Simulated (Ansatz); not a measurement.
**CaO: what symmetry allows forces and stress to be**

```
Ca O
1.0
    -1.65464    1.65464    9.21339
     1.65464   -1.65464    9.21339
     1.65464    1.65464   -9.21339
Ca O
2 2
Direct
  0.31812 0.31812 0.00000
  0.69454 0.69454 0.00000
  0.17639 0.17639 0.00000
  0.81095 0.81095 0.00000
```

Theory: DFT PBEsol, scalar-relativistic, plane waves, PAW in Ansatz.

Plane waves to 420 eV, a k mesh through Γ of 12×12×12 on the computed 4-atom cell and Gaussian smearing (0.02 eV); no spin polarisation.

This distorted cell has space group I4mm, with 8 operations.

Task: Without a calculation: in which directions can each atom feel a force?

Result: A force must be left unchanged by every operation that keeps its atom in place, so it lies in the space that those operations leave fixed. Atoms that the group maps onto each other feel forces of one size.
```tsv
atom	site symmetry	operations at the site	equivalent to atom	allowed force (Cartesian)
Ca1	4mm	8	1	along (0.00, 0.00, 1.00)
Ca2	4mm	8	2	along (0.00, 0.00, 1.00)
O3	4mm	8	3	along (0.00, 0.00, 1.00)
O4	4mm	8	4	along (0.00, 0.00, 1.00)
```

That leaves 4 independent force components of 12, tied by 1 condition that the forces sum to zero, so 3 remain. A relaxation in this cell that keeps the symmetry moves the atoms in these directions alone.

Task: And the stress tensor?

Result: It must be invariant under the point group, which leaves 2 independent components: yz, xz, xy vanish; xx = yy.

Task: Do the computed values obey this?

Result: Yes. Forces (eV/Å):
```
Ca1  0.000  0.000 -0.462
Ca2  0.000  0.000 -2.862
O3   0.000  0.000  2.015
O4   0.000  0.000  1.309
```

Stress (GPa, compression positive, xx yy zz yz xz xy): -1.58 -1.58 1.41 0.00 0.00 0.00. The program imposes the same operations on density, forces and stress, so this confirms the analysis and is no independent test of the calculation.

The cell holds layers, and where no dispersion correction was added their binding is poorly described.

This form isn't the usual stable structure of the compound.